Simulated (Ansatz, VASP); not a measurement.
# Cross-check of CdInCl3 between VASP and Ansatz

One calculation is typed for both programs; each brings its own data sets. How far apart do they land? The cell is generated by rule, not measured, and may not be a known phase. The cell is taken from a series of runs on this material, whose earlier steps may have relaxed, scaled, displaced or heated it; both programs get it as it stands.

Method: plane waves, with VASP 6.6.1 beside it; relaxation of cell and atoms at PBEsol, in Ansatz 0.2.0.

## 1. The structure

The structure is tetragonal, space group P4/mbm (No. 127). Conventional cell: a = 7.049 Å, b = 7.049 Å, c = 5.263 Å, α = 90.00°, β = 90.00°, γ = 90.00°. Nearest to In lie 4 Cl at 3.20 Å. Cd has 6 Cl at 2.58 to 2.63 Å nearest. Nearest to Cl lie 2 Cd at 2.58 Å and 2 In at 3.20 Å. Cl has 2 Cd at 2.63 Å nearest. Farther neighbours and most contacts between anions are not listed.

Coordinates:

```cif
data_structure
_symmetry_space_group_name_H-M 'P 1'
_symmetry_Int_Tables_number 1
_cell_length_a 7.0485
_cell_length_b 7.0485
_cell_length_c 5.2633
_cell_angle_alpha 90.000
_cell_angle_beta 90.000
_cell_angle_gamma 90.000
_cell_volume 261.49
loop_
_atom_site_label
_atom_site_type_symbol
_atom_site_fract_x
_atom_site_fract_y
_atom_site_fract_z
_atom_site_occupancy
In1 In 0.00000 0.50000 0.00000 1
In2 In 0.50000 0.00000 0.00000 1
Cd3 Cd 0.00000 0.00000 0.50000 1
Cd4 Cd 0.50000 0.50000 0.50000 1
Cl5 Cl 0.18256 0.68256 0.50000 1
Cl6 Cl 0.81744 0.31744 0.50000 1
Cl7 Cl 0.68256 0.81744 0.50000 1
Cl8 Cl 0.31744 0.18256 0.50000 1
Cl9 Cl 0.00000 0.00000 0.00000 1
Cl10 Cl 0.50000 0.50000 0.00000 1
```

## 2. Ansatz: relaxation of cell and atoms, PBEsol, pair 1

Ansatz runs on its PAW soft_1 files.

The relaxed volume is the usual yardstick between codes: in a stiff, nearly cubic crystal its relative difference is about their pressure difference at one cell divided by the bulk modulus.

Input file input.yaml:

```yaml
crystal:
  lattice:
    - [7.0485473242, 0.0, 0.0]
    - [0.0, 7.0485473242, 0.0]
    - [0.0, 0.0, 5.2632679423]
  atoms:
    - { symbol: In, position: [0.0, 0.5, 0.0] }
    - { symbol: In, position: [0.5, 0.0, 0.0] }
    - { symbol: Cd, position: [0.0, 0.0, 0.5] }
    - { symbol: Cd, position: [0.5, 0.5, 0.5] }
    - { symbol: Cl, position: [0.1825648293, 0.6825648293, 0.5] }
    - { symbol: Cl, position: [0.8174351707, 0.3174351707, 0.5] }
    - { symbol: Cl, position: [0.6825648293, 0.8174351707, 0.5] }
    - { symbol: Cl, position: [0.3174351707, 0.1825648293, 0.5] }
    - { symbol: Cl, position: [0.0, 0.0, 0.0] }
    - { symbol: Cl, position: [0.5, 0.5, 0.0] }
kpoints:
  mp_grid: { grid: [4, 4, 4] }
hamiltonian:
  xc: pbesol
  pseudopotentials: { kind: paw, azcp: { folder: soft_1 }, xc_functional: pbe }
scf:
  occupations: { method: fixed }
output:
  forces: true
  stress: true
  eigenvalues: true
relax:
  adjacent_minimum: "off"
  f_tol: 0.001
  max_steps: 60
  cell: { stress_tol: 0.01 }
```

Launch:

```bash
> ansatz run input.yaml --threads 8 --pin off --max-ram 16384MiB --backend cpu --events-out ev --progress --plain --runs-dir out
```

Numbers of over 12 decimals in the logs are rounded to 6 here.

The log of the run:

```text
Engine: ansatz 0.2.0, aarch64-unknown-linux-gnu
Pseudopotentials: kind: paw
Pseudopotential: In, paw, valence charge 13, recommended cutoff 420 eV (normal), soft_1/In.paw.azcp
Pseudopotential: Cd, paw, valence charge 20, recommended cutoff 420 eV (normal), soft_1/Cd.paw.azcp
Pseudopotential: Cl, paw, valence charge 7, recommended cutoff 420 eV (normal), soft_1/Cl.paw.azcp
Functional definition: PBEsol
  exchange = pbesol_x
  correlation = pbesol_c
Crystal: 10 atoms, lattice volume = 261.490 Å³
Basis set: ecut = 420 eV, 5133 PW (Γ), exchange–correlation on 96×96×72 points (8 copies of the dense FFT grid, shifted against one another)
Bands: 65, of which v1, the nominal top of the filled ones, is band 54 counted from 1 (53 counted from 0)
Symmetry: 16 space group operations
Space group: P4/mbm (ITA 127), of the structure as read, at distance tolerance 6.4e-5 Å
k-points: 18 of 64
Non-local potential: In, projectors of the file, l = 0: 2, l = 1: 2, l = 2: 2, l = 3: 1
Non-local potential: Cd, projectors of the file, l = 0: 3, l = 1: 2, l = 2: 2, l = 3: 1
Non-local potential: Cl, projectors of the file, l = 0: 2, l = 1: 2, l = 2: 1
PAW form: soft (Blöchl's): semilocal exchange-correlation on the pseudo side does not see the compensation charge
PAW frozen core: In, regenerated for the run's functional, and the local potential with it (the file was generated under x = pbe(κ = 0.804, μ = 0.219515), c = pbe(β = 0.066725))
PAW frozen core: Cd, regenerated for the run's functional, and the local potential with it (the file was generated under x = pbe(κ = 0.804, μ = 0.219515), c = pbe(β = 0.066725))
PAW frozen core: Cl, regenerated for the run's functional, and the local potential with it (the file was generated under x = pbe(κ = 0.804, μ = 0.219515), c = pbe(β = 0.066725))
PAW one-centre angular grid: In, 590 points (default); XC on 64 Gauss nodes
PAW one-centre angular grid: Cd, 590 points (default); XC on 64 Gauss nodes
PAW one-centre angular grid: Cl, 110 points (default); XC on 64 Gauss nodes
Initial density: superposition of atomic densities (chi_scale 0.1, normalization cell, long waves kept (reshape's long-wave potential 0.01 eV rms))
Initial wavefunctions: pseudopotential atomic-orbital guess
Functional: x = pbesol(κ = 0.804, μ = 0.123457), c = pbesol(β = 0.046)
SCF iter   1: F=—  HF=-33796.585227 eV  |F-HF|=—  |Δ(HF+E_count)|=         —  Δρ=5.31e-2  dr2=8.64e0  ethr=3.10e-3  ⟨swp⟩=4.9  Hψ=3804  notcnv=0  defer=148
preconditioner: auto → Resta (q_TF=auto, 2.354 Å⁻¹)  ε∞=3.8  [insulator: Δε(μ)=1.323 eV  Ē_g=13.058 eV  n_scr=62 (ndim 8)  ℏωp=22.0 eV  f_vac=0.012  ε∞_Penn≈3.8]
SCF iter   2: F=—  HF=-33793.476978 eV  |F-HF|=—  |Δ(HF+E_count)|=    3.11e0  Δρ=1.40e-2  dr2=6.12e-1  ethr=3.10e-3  ⟨swp⟩=3.0  Hψ=2493  notcnv=0  defer=134
SCF iter   3: F=—  HF=-33793.274874 eV  |F-HF|=—  |Δ(HF+E_count)|=   2.02e-1  Δρ=5.72e-3  dr2=8.99e-2  ethr=5.66e-4  ⟨swp⟩=3.3  Hψ=1877  notcnv=0  defer=156
SCF iter   4: F=—  HF=-33793.250494 eV  |F-HF|=—  |Δ(HF+E_count)|=   2.44e-2  Δρ=1.11e-3  dr2=4.04e-3  ethr=8.33e-5  ⟨swp⟩=3.2  Hψ=2164  notcnv=0  defer=160
SCF iter   5: F=—  HF=-33793.250628 eV  |F-HF|=—  |Δ(HF+E_count)|=   1.35e-4  Δρ=3.15e-4  dr2=3.31e-4  ethr=3.74e-6  ⟨swp⟩=2.3  Hψ=1691  notcnv=0  defer=160
SCF iter   6: F=—  HF=-33793.250830 eV  |F-HF|=—  |Δ(HF+E_count)|=   2.02e-4  Δρ=6.23e-5  dr2=1.08e-5  ethr=3.07e-7  ⟨swp⟩=2.6  Hψ=2013  notcnv=0  defer=160
SCF iter   7: F=—  HF=-33793.251240 eV  |F-HF|=—  |Δ(HF+E_count)|=   4.10e-4  Δρ=1.52e-5  dr2=7.89e-7  ethr=1.00e-8  ⟨swp⟩=2.1  Hψ=1816  notcnv=0  defer=137
SCF iter   8: F=—  HF=-33793.251241 eV  |F-HF|=—  |Δ(HF+E_count)|=   6.37e-7  Δρ=5.81e-6  dr2=1.24e-7  ethr=9.26e-11  ⟨swp⟩=16.8  Hψ=7089  notcnv=0
SCF iter   9: F=-33793.251241 eV  HF=-33793.251241 eV  |F-HF|=2.12e-9  |Δ(HF+E_count)|=   4.76e-8  Δρ=1.06e-6  dr2=4.63e-9  ethr=9.26e-11  ⟨swp⟩=4.7  Hψ=3716  notcnv=0
SCF 1 converged in 9 iterations: F = -33793.251241 eV  dr2 = 4.63e-9
  greatest PAW one-centre occupation: 1.000 electrons in one spin orbital (limit 2), on the Cd atom at site 3 (counted from 0), in its partial waves of l = 0
relax step   1: F+E_penalty+E_count = -33793.25124104 eV  Δ(F+E_penalty+E_count) = +0.000e0 eV  max|allowed force component| = 1.967e-4 eV/Å  Δτ_max = 0.0000 Å  P = -0.002 GPa  Ω = 261.490 Å³  (9 SCF iters, dr2 threshold 1.00e-7 eV, accepted)
Initial density: handed on by an earlier stage of this run
Initial wavefunctions: pseudopotential atomic-orbital guess (no wavefunctions were taken with the density)
iter 1 solved again at ethr=3.77e-7 eV; its pass at ethr=3.10e-3 eV (dr2=4.07e-4 eV) is discarded
SCF iter   1: F=—  HF=-33793.250840 eV  |F-HF|=—  |Δ(HF+E_count)|=         —  Δρ=2.18e-6  dr2=8.99e-9  ethr=3.77e-7  ⟨swp⟩=3.8  Hψ=6982  notcnv=0  defer=159
eigensolver tolerance schedule: the retry pair's looser diagonalisation over-reported the residual by 45303.58 of it (diagonalisation noise at an unbounded share of the residual, at the tolerance the schedule requests for it); recorded, not acted on — ethr = c·dr2/N_el stays at c = 1.0e-1
preconditioner: auto → Resta (q_TF=auto, 2.354 Å⁻¹)  ε∞=4.1  [insulator: Δε(μ)=1.601 eV  Ē_g=12.418 eV  n_scr=62 (ndim 8)  ℏωp=22.0 eV  f_vac=0.027  ε∞_Penn≈4.1]
SCF iter   2: F=—  HF=-33793.251241 eV  |F-HF|=—  |Δ(HF+E_count)|=   4.01e-4  Δρ=1.47e-6  dr2=4.97e-9  ethr=8.32e-12  ⟨swp⟩=4.3  Hψ=3253  notcnv=0  defer=145
SCF iter   3: F=—  HF=-33793.251241 eV  |F-HF|=—  |Δ(HF+E_count)|=  2.04e-10  Δρ=8.56e-7  dr2=2.01e-9  ethr=4.61e-12  ⟨swp⟩=2.6  Hψ=1679  notcnv=0  defer=145
SCF iter   4: F=—  HF=-33793.251241 eV  |F-HF|=—  |Δ(HF+E_count)|=   1.10e-9  Δρ=3.36e-7  dr2=3.01e-10  ethr=1.86e-12  ⟨swp⟩=2.0  Hψ=1936  notcnv=0  defer=145
SCF iter   5: F=—  HF=-33793.251241 eV  |F-HF|=—  |Δ(HF+E_count)|=  7.28e-11  Δρ=2.98e-7  dr2=1.40e-10  ethr=1.00e-12  ⟨swp⟩=1.0  Hψ=1108  notcnv=0  defer=145
SCF iter   6: F=—  HF=-33793.251241 eV  |F-HF|=—  |Δ(HF+E_count)|=  2.18e-11  Δρ=1.87e-7  dr2=5.47e-11  ethr=1.00e-12  ⟨swp⟩=1.0  Hψ=1108  notcnv=0  defer=145
SCF iter   7: F=—  HF=-33793.251241 eV  |F-HF|=—  |Δ(HF+E_count)|=  7.28e-12  Δρ=6.46e-8  dr2=6.44e-12  ethr=1.00e-12  ⟨swp⟩=1.0  Hψ=1108  notcnv=0  defer=145
SCF iter   8: F=-33793.251241 eV  HF=-33793.251241 eV  |F-HF|=1.46e-11  |Δ(HF+E_count)|=  7.28e-12  Δρ=1.70e-8  dr2=4.59e-13  ethr=1.00e-12  ⟨swp⟩=16.7  Hψ=7266  notcnv=0
SCF 2 converged in 8 iterations: F = -33793.251241 eV  dr2 = 4.59e-13
relax step   2: F+E_penalty+E_count = -33793.25124104 eV  Δ(F+E_penalty+E_count) = -1.164e-9 eV  max|allowed force component| = 2.013e-4 eV/Å  Δτ_max = 0.0000 Å  P = -0.002 GPa  Ω = 261.490 Å³  stress off target by 1.66e-3 GPa  SCF on the basis re-selected at this cell (its energy is not comparable with the rows above)  (8 SCF iters)
basis re-selected at this cell: Δ(F+E_penalty+E_count) = -1.164e-9 eV, ΔP = -0.000 GPa vs the last step (what re-selecting the basis moved, of the pressure what is left beyond the Pulay correction that the steps carried, after the strain that the cell walked since its last selection, with what the two solves' SCF thresholds leave and, on support functions, any second-order correction that the steps lacked; it is no m [...]
SCF converged after 8 iterations
Free energy (F): -33793.251241 eV
Harris-Foulkes:  -33793.251241 eV  (|F-HF|=1.46e-11)
Internal energy: -33793.251241 eV  (E = F + TS)
E sigma→0 (E₀):  -33793.251241 eV
Fermi energy:    4.797419 eV
--- Per-component energies (eV) ---
  E_band       = -1299.699691
  E_kinetic    = 2219.393584
  E_local      = -12412.023884  (includes V_loc(G=0)·N_el)
  E_nonlocal   = 1097.424688
  E_hartree    = 5364.914573
  E_xc         = -1232.529390
  E_vxc        = -1265.235482  (∫ρ·V_xc dr)
  E_paw        = -20174.154759  (= ΣΔE_a)
  E_vpaw       = -1669.089244  (= ΣTr[D̂ρ^β])
  E_aug_tail   = 0.001518  (compensation charges beyond the density's cutoff)
  E_ewald      = -8657.903893
  E_core_change = 1.626322  (= ΣΔE_core)
  E_smearing   = -0.000000  (= −TS)
  E_closure    = 0.000000  (closes the sum)
  Σ components = -33793.251241   (vs F -33793.251241, Δ=0.00e0)
--- Forces (eV/Å), atoms counted from 1 ---
  atom   1  In     0.00000000     0.00000000     0.00000000
  atom   2  In     0.00000000    -0.00000000     0.00000000
  atom   3  Cd     0.00000000     0.00000000     0.00000000
  atom   4  Cd     0.00000000    -0.00000000     0.00000000
  atom   5  Cl    -0.00020132    -0.00020132     0.00000000
  atom   6  Cl     0.00020132     0.00020132     0.00000000
  atom   7  Cl    -0.00020132     0.00020132     0.00000000
  atom   8  Cl     0.00020132    -0.00020132     0.00000000
  atom   9  Cl     0.00000000     0.00000000     0.00000000
  atom  10  Cl     0.00000000    -0.00000000     0.00000000
  max |Σ_I F_I| component: 6.94e-18 eV/Å
--- Stress (GPa, compression-positive) ---
       -0.001661       0.000000       0.000000
        0.000000      -0.001661       0.000000
        0.000000       0.000000      -0.001447
  P = ⅓ Tr σ = -0.0016 GPa (-0.016 kbar)
--- Band table (eV; the first three rows and the last of 18) ---
  k-point 0: bands = [... 50 lower, 3.3017, 3.3807, 3.8938, 3.9342, 6.3987, 9.1282, 9.1282, 9.2244, ... 7 higher]
  k-point 1: bands = [... 50 lower, 3.4102, 3.8971, 4.0978, 4.3076, 7.1634, 9.3405, 9.3405, 9.6617, ... 7 higher]
  k-point 2: bands = [... 50 lower, 3.9005, 3.9392, 4.1429, 4.6194, 8.3922, 9.3498, 9.4382, 9.4382, ... 7 higher]
  k-point 17: bands = [... 50 lower, 3.9122, 3.9122, 4.7974, 4.7974, 8.2424, 8.2424, 9.3309, 9.3309, ... 7 higher]
--- Relaxed structure (1 steps of the walk, 1 accepted, 1 SCFs on fresh bases) ---
  F+E_penalty+E_count = -33793.25124104 eV   max|allowed force component| = 2.013e-4 eV/Å   (the final SCF, on the basis selected at the relaxed cell)
  cell:  # Å, volume = 261.4898 Å³
    - [7.0485473242, 0.0, 0.0]
    - [0.0, 7.0485473242, 0.0]
    - [0.0, 0.0, 5.2632679423]
  atoms:
    - { symbol: In, position: [0.0, 0.500000, 0.0] }
    - { symbol: In, position: [0.500000, 0.0, 0.0] }
    - { symbol: Cd, position: [0.0, 0.0, 0.500000] }
    - { symbol: Cd, position: [0.500000, 0.500000, 0.500000] }
    - { symbol: Cl, position: [0.182565, 0.682565, 0.500000] }
    - { symbol: Cl, position: [0.8174351707, 0.317435, 0.500000] }
    - { symbol: Cl, position: [0.682565, 0.8174351707, 0.500000] }
    - { symbol: Cl, position: [0.317435, 0.182565, 0.500000] }
    - { symbol: Cl, position: [0.0, 0.0, 0.0] }
    - { symbol: Cl, position: [0.500000, 0.500000, 0.0] }
```

(Continued in part 2 of 3.)

[Lines on the potential files, build, host, timing and source positions are cut from VASP's logs without a mark.]

[Logs are printed without paths, hosts, clocks, repeated set-up lines and the standing remarks that a program may print on its own settings, such as how far it seeks lower states.]

[Hosts, paths, dates, database ids (printed as entryN), source tags and the programs' standing remarks are cut or masked in the printed files.]
